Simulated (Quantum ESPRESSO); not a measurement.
# Ti under changes of volume

One of the cells (17.676 Å³/atom); the others are scaled copies at fixed shape and fractional positions:

```
CELL_PARAMETERS angstrom
-1.64100 1.64100 1.64100
1.64100 -1.64100 1.64100
1.64100 1.64100 -1.64100
ATOMIC_POSITIONS crystal
Ti 0.00000 0.00000 0.00000
```

This isn't the form of Ti at room conditions, which is hcp.

| Item | Value |
| --- | --- |
| Program | Quantum ESPRESSO 7.5 |
| Functional | PBEsol |
| Potentials or basis | PseudoDojo 0.4.1 SR PBEsol standard |
| Cutoff | 1143 eV |
| Density cutoff | 4572 eV |
| k mesh | 11 × 11 × 11 |
| Occupations | fermi-dirac, width 0.05 eV |
| Spin | no spin polarisation |

```tsv
volume (Å³/atom)	energy over the lowest point (meV/atom)	pressure (GPa)
16.616	0.00	-0.5
16.969	4.16	-2.8
17.323	?	?
17.676	26.13	-6.7
18.030	43.10	-8.4
18.383	63.58	-9.9
18.737	87.26	-11.3
```

Problem. What does the run at 17.323 Å³/atom give?

Solution. Energy over the lowest point 13.02 meV/atom; pressure -4.8 GPa.

Worked out: A Birch-Murnaghan fit of order 3 (a polynomial in V^(-2/3)) to the other rows has its minimum at 16.50 Å³/atom, just outside them, with B0 = V·E''(V) = 113 GPa and B' = 3.6. It gives 13.03 meV/atom at 17.323 Å³/atom, against the run's 13.02, and -dE/dV = -5.0 GPa, against -4.8.

Energies are extrapolated to zero smearing.
